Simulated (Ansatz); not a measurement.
## Calculated ¹⁷O NMR of the central transition for SiO2

Cell: a computed structure from the Materials Project (it need not be an observed phase), taken as it stands.

```cif
data_SiO2
_symmetry_space_group_name_H-M 'I-42m'
_symmetry_Int_Tables_number 121
_cell_length_a 12.9581
_cell_length_b 12.9581
_cell_length_c 5.1360
_cell_angle_alpha 90.000
_cell_angle_beta 90.000
_cell_angle_gamma 90.000
loop_
_atom_site_label
_atom_site_type_symbol
_atom_site_symmetry_multiplicity
_atom_site_Wyckoff_symbol
_atom_site_fract_x
_atom_site_fract_y
_atom_site_fract_z
Si1 Si 8 i 0.1998 0.1998 0.7289
Si3 Si 8 g 0.1544 0.0000 0.5000
O9 O 8 i 0.4206 0.4206 0.8328
O10 O 16 j 0.5752 0.2775 0.8105
O11 O 8 i 0.2339 0.2339 0.0184
```

One atom of each set is listed; the run and its k-mesh use a cell of 24 atoms with edges of 9.52, 9.52, 9.52 Å.

All values are calculated (Ansatz; DFT, r2SCAN, plane waves and PAW, scalar-relativistic, 500 eV cutoff, Γ-centred 4×4×4 k-points, Fermi–Dirac smearing 0.02 eV), not measured.

¹⁷O has I = 5/2 and Q = -25.58 mb (Pyykkö 2018); at 35.2 T its Larmor frequency is ν₀ = 203.3 MHz. Only the quadrupole interaction is simulated: positions count from each site's isotropic chemical shift, and J coupling is left out, as are shift anisotropy and dipolar coupling, which fast spinning averages.

Task: Simulate the second-order pattern (fast magic-angle spinning, Gaussian broadening 0.09 kHz) of site O11 (2 Si at 1.61–1.63 Å, angle 154°).

Result: The calculation gives C_Q = -6.33 MHz and η = 0.06, so ν_Q = 0.950 MHz and the centre of gravity lies at -5.83 ppm (-1.18 kHz).

(offset (kHz), height): (-3.092, 0), (-3.018, 0), (-2.944, 3), (-2.870, 5), (-2.796, 5), (-2.722, 5), (-2.648, 6), (-2.575, 6), (-2.501, 6), (-2.427, 6), (-2.353, 6), (-2.279, 6), (-2.205, 6), (-2.131, 7), (-2.057, 7), (-1.983, 8), (-1.909, 31), (-1.835, 80), (-1.762, 76), (-1.688, 56), (-1.614, 47), (-1.540, 43), (-1.466, 41), (-1.392, 39), (-1.318, 39), (-1.244, 38), (-1.170, 38), (-1.096, 39), (-1.023, 39), (-0.949, 41), (-0.875, 43), (-0.801, 46), (-0.727, 50), (-0.653, 57), (-0.579, 70), (-0.505, 100), (-0.431, 94), (-0.357, 30), (-0.283, 1), (-0.210, 0)

At O11 V_zz runs parallel to the line that joins its two neighbours (within 1°).

The largest force is 0.5 eV/Å, so the atoms aren't at the calculated equilibrium and relaxing them would move these values.

Hardware: 1 thread of Arm Neoverse V1 (aarch64; 8 cores open to the job, memory cap 2.5 GiB, no GPU), a shared host with a load of 0.2 a core. Wall time 2.4 min, CPU time 2.4 min, peak memory 2.2 GiB.
